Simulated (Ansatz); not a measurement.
**Te2Mo: computed properties**

Theory: DFT PBE+D3(BJ), scalar-relativistic, plane waves, PAW in Ansatz.

Settings: cutoff 420 eV, Γ-centred mesh 9×9×2 on the computed 6-atom cell, Gaussian smearing of 0.02 eV; no spin polarisation.

The structure is relaxed at this level of theory with its symmetry kept.

```cif
data_structure
_symmetry_space_group_name_H-M 'P 1'
_symmetry_Int_Tables_number 1
_cell_length_a 3.4967
_cell_length_b 3.4967
_cell_length_c 13.7021
_cell_angle_alpha 90.000
_cell_angle_beta 90.000
_cell_angle_gamma 120.000
_cell_volume 145.09
loop_
_atom_site_label
_atom_site_type_symbol
_atom_site_fract_x
_atom_site_fract_y
_atom_site_fract_z
_atom_site_occupancy
Te1 Te 0.33333 0.66667 0.11724 1
Te2 Te 0.66667 0.33333 0.61753 1
Te3 Te 0.66667 0.33333 0.88276 1
Te4 Te 0.33333 0.66667 0.38247 1
Mo1 Mo 0.33333 0.66667 0.75014 1
Mo2 Mo 0.66667 0.33333 0.24986 1
```

- Space group: P6_3/mmc (No. 194)
- Volume per atom: 163.2 bohr³
- Kohn–Sham band gap: 0.60 eV
- Löwdin character of the top 1 eV of the valence band: Mo 4d 55 %, Te 5p 41 %
- Löwdin character of the lowest 1 eV of the conduction band: Mo 4d 69 %, Te 5p 24 %
- Bader charges (e): Te (4 in the cell) -0.29, Mo (2 in the cell) 0.58

Spin-orbit coupling is left out, which matters for the bands of heavy elements.

Cost: 1 run of about 1 core-minutes, on Intel Xeon 6975P-C (Granite Rapids) (shared hosts).